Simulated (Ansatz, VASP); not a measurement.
## KI: VASP beside Ansatz

```
K I
1.0
     0.00000    3.54737    3.41093
     3.54737    0.00000    3.41093
     3.54737    3.54737    0.00000
K I
1 1
Direct
  0.94207 0.94207 0.05793
  0.51785 0.51785 0.48215
```

Change from the starting cell: mode 6 frozen in at -0.395 Å, equal normal strain along x and y +0.0400.

Alike in both runs: task single point; functional LDA; k mesh 6 × 6 × 6; occupations gaussian, width 0.05 eV; no spin polarisation.

|  | VASP | Ansatz |
| --- | --- | --- |
| version | VASP 6.6.1 | Ansatz 0.2.0 |
| potentials or method | VASP PAW LDA potentials, release 64 (K_sv, I) | scalar-relativistic, plane waves, PAW |
| plane-wave cutoff (eV) | 520 | 420 |
| valence electrons in the cell | 16 | 26 |

```csv
,VASP,Ansatz,Ansatz less VASP
gap on the k mesh at the Fermi level (eV),3.66,3.66,-0.007
least direct gap on the mesh (eV),3.66,3.66,-0.007
pressure (GPa),0.9,0.8,-0.07
largest component of the traceless stress (GPa),4.71,4.64,-0.075
rms of the force components (eV/Å),0.817,0.803,-0.0141
```

Atom by atom the forces differ by 0.014 eV/Å (rms over components). The two sets of potentials don't hold the same shells in valence.

Caveats: spin-orbit coupling is left out, which moves the levels of the heavy elements; forces of over 1 eV/Å show positions far from the minimum, so gaps and moduli don't describe the material at rest.
